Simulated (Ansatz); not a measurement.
A run of Ansatz 0.2.0 is set up as follows.

input.yaml

```yaml
crystal:
  lattice:
    - [0.0, 3.039, 3.039]
    - [3.039, 0.0, 3.039]
    - [3.039, 3.039, 0.0]
  atoms:
    - { symbol: Hg, position: [0.0, 0.0, 0.0] }
    - { symbol: Se, position: [0.75, 0.75, 0.75] }
hamiltonian:
  xc: lda
  pseudopotentials: { kind: paw }
kpoints:
  mp_grid: { grid: [8, 8, 8] }
  band_path:
    path:
      - [[0.0, 0.0, 0.0], [0.5, 0.0, 0.5], [0.5, 0.25, 0.75], [0.375, 0.375, 0.75], [0.0, 0.0, 0.0], [0.5, 0.5, 0.5], [0.625, 0.25, 0.625], [0.5, 0.25, 0.75], [0.5, 0.5, 0.5], [0.375, 0.375, 0.75]]
      - [[0.625, 0.25, 0.625], [0.5, 0.0, 0.5]]
    npoints: 14
scf:
  occupations: { method: fermi_dirac, width: 0.05 }
  n_extra_bands: 6
output:
  forces: true
  stress: true
  eigenvalues: true
  fatbands: true
```

Potentials or basis: Ansatz PAW.

Command:

```sh
$ ansatz run input.yaml --threads 2 --pin off --max-ram 5632MiB --backend cpu --events-out ev --progress --plain --runs-dir out
```

Q: What does it give for the band gap on the k mesh?

A: None (metal or under the smearing width).

Q: What does it give for the pressure?

A: -0.4 GPa.

Levels at the corners of the path, in eV from the Fermi level:
```tsv
point	band 14	band 15	band 16	band 17	band 18	band 19	band 20	band 21	band 22	band 23
Γ	-6.49	-6.49	-1.21	-0.05	-0.05	-0.05	5.34	5.34	5.34	8.16
X	-6.37	-6.13	-5.21	-2.39	-2.39	2.62	2.75	8.15	9.65	9.65
W	-6.54	-5.87	-5.43	-2.85	-2.51	3.49	4.92	5.86	7.21	10.00
K	-6.43	-5.97	-5.38	-3.00	-1.96	2.76	4.28	7.67	8.07	8.18
Γ	-6.49	-6.49	-1.21	-0.05	-0.05	-0.05	5.34	5.34	5.34	8.16
L	-6.44	-6.17	-5.66	-1.04	-1.04	0.90	6.11	6.11	6.72	8.89
U	-6.43	-5.97	-5.38	-3.00	-1.96	2.76	4.28	7.67	8.07	8.18
W	-6.54	-5.87	-5.43	-2.85	-2.51	3.49	4.92	5.86	7.21	10.00
L	-6.44	-6.17	-5.66	-1.04	-1.04	0.90	6.11	6.11	6.72	8.89
K	-6.43	-5.97	-5.38	-3.00	-1.96	2.76	4.28	7.67	8.07	8.18
U	-6.43	-5.97	-5.38	-3.00	-1.96	2.76	4.28	7.67	8.07	8.18
X	-6.37	-6.13	-5.21	-2.39	-2.39	2.62	2.75	8.15	9.65	9.65
```

Caveat: spin-orbit coupling is left out, which moves the levels of the heavy elements; the PAW data sets come from PBE, with cores solved anew for the run's functional, which leaves a small shift of forces and pressure.
